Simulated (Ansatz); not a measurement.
Crystal: BaTiO3.

```
CELL_PARAMETERS angstrom
3.99980 0.00000 0.00000
0.00000 3.99980 0.00000
0.00000 0.00000 8.03600
ATOMIC_POSITIONS crystal
Ba 0.99933 0.00149 0.00206
Ba 0.00067 0.99851 0.49794
Ti 0.48935 0.49786 0.23992
Ti 0.51065 0.50214 0.74208
O 0.50279 0.50210 0.01077
O 0.49721 0.49790 0.50523
O 0.50567 0.00168 0.25810
O 0.49433 0.99832 0.75690
O 0.00777 0.49971 0.26264
O 0.99223 0.50029 0.75236
```

Base run:

| Quantity | Value |
| --- | --- |
| Program | Ansatz 0.2.0 |
| Functional | PBE |
| Potentials or basis | Ansatz PAW |
| Cutoff | 420 eV (not typed: the program's choice for these potentials) |
| k mesh | 12 × 12 × 6 |
| Occupations | fermi-dirac, width 0.05 eV |
| Spin | no spin polarisation |

Its results: band gap on the k mesh 1.96 eV; pressure 3.1 GPa; largest force 0.964 eV/Å.

Question: The run is repeated on the same cell with these changes: cutoff from 420 eV (not typed: the program's choice for these potentials) to 250 eV; k mesh from 12 × 12 × 6 to 7 × 7 × 4. What comes out?

Answer: Band gap on the k mesh 2.05 eV; pressure -1.0 GPa; largest force 1.325 eV/Å.

Caveats: spin-orbit coupling is left out, which moves the levels of the heavy elements; odd divisions of the mesh miss points on the zone boundary, where band edges often lie, so the gap on the mesh can be too wide (some runs); the pressure holds a Pulay correction of +71.9 GPa for the finite cutoff (some runs); forces of over 1 eV/Å show positions far from the minimum, so gaps and moduli don't describe the material at rest (some runs); the cutoff lies under the one recommended for these potentials (some runs).

A k mesh can miss the band edges.
